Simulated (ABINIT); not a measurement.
Runs of ABINIT 10.8.3 (patched build) on FeO (Wuestite). It takes space group Fm-3m (No. 225, cubic). Conventional cell: a = 4.311 Å, b = 4.311 Å, c = 4.311 Å, α = 90.00°, β = 90.00°, γ = 90.00°. Fe (site symmetry m-3m) has 6 O at 2.16 Å as nearest neighbours. Around O (site symmetry m-3m) lie 6 Fe at 2.16 Å. 

```tsv
task	level	potentials or basis	k mesh	cutoff (eV)	fine-grid cutoff	mesh quality	gap on the mesh (eV)	moment (μB)	V0 of scaled cells (Å³/atom)	B0 (GPa)
equation of state	PBEsol	JTH PAW PBE v2.0	9 × 9 × 9	707	1306.15 eV	not flagged	-	-	9.57	208
single point	r2SCAN	Ansatz PAW PBE default generated set, frozen core	11 × 11 × 11	517	1034.03 eV	not flagged	none	4.00	-	-
equation of state	PBE	JTH PAW PBE v2.0	11 × 11 × 11	707	1306.15 eV	not flagged	-	-	10.00	(a)
equation of state	r2SCAN	JTH PAW PBE v2.0	7 × 7 × 7	844	1442.2 eV	coarse	-	-	(b)	208
single point	PBE	JTH PAW PBE v2.0	7 × 7 × 7	626	1224.51 eV	coarse	none	4.00	-	-
single point	PBE	JTH PAW PBE v2.0	9 × 9 × 9	626	1224.51 eV	not flagged	none	4.00	-	-
single point	r2SCAN	JTH PAW PBE v2.0	11 × 11 × 11	844	1442.2 eV	not flagged	none	4.00	-	-
single point	r2SCAN	JTH PAW PBE v2.0	4 × 4 × 4	762	1360.57 eV	coarse	none	4.03	-	-
```

Alike in all rows: spin collinear, ferromagnetic start; cell as given; smearing fermi-dirac 0.05 eV.

Question: Estimate the missing entries.

Answer: (a) 185; (b) 9.69.

Caveats: some runs use coarse meshes; the PAW data sets were made with another functional, which shifts forces and pressure a little (some runs); a cell with one magnetic atom can't hold antiferromagnetic order, which such compounds often take (some runs); semilocal functionals often make such compounds metallic where correlation or magnetic order opens a gap, which also shifts bond lengths (some runs); pressures at fixed basis lie under the slope of the energies (some runs).

A k mesh can miss the band edges.

A gap of «none» marks a metal or a gap under the smearing width.

Not every run made on this cell is shown here.
